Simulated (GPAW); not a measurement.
AlNi:

```xyz
2
Lattice="2.8810 0.0000 0.0000 0.0000 2.8810 0.0000 0.0000 0.0000 2.8810" Properties=species:S:1:pos:R:3 pbc="T T T"
Ni    1.4405    1.4405    1.4405
Al    0.0000    0.0000    0.0000
```

Base run:

| Quantity | Value |
| --- | --- |
| Program | GPAW 26.7.0 |
| Functional | PBEsol |
| Potentials or basis | PAW data sets generated in the run's folder for this functional |
| Cutoff | 600 eV |
| Basis | pw |
| k mesh | 9 × 9 × 9 |
| Occupations | fermi-dirac, width 0.05 eV |
| Spin | collinear spin, ferromagnetic start |
| Starting moments | [1.0, 0.0] μB |
| Hubbard terms | Ni d U = 2 eV |

Its results: pressure -3.7 GPa; net moment 0.00 μB per cell.

Q: The run is repeated on the same cell with these changes: hubbard terms from Ni d U = 2 eV to none. What comes out?

A: Pressure -2.3 GPa; net moment 0.00 μB per cell.

Caveats: the stock nickel data set gives pressures a few GPa off other programs; the U is typed as a test and isn't derived for this compound (some runs).

Not every run made on this cell is shown here.
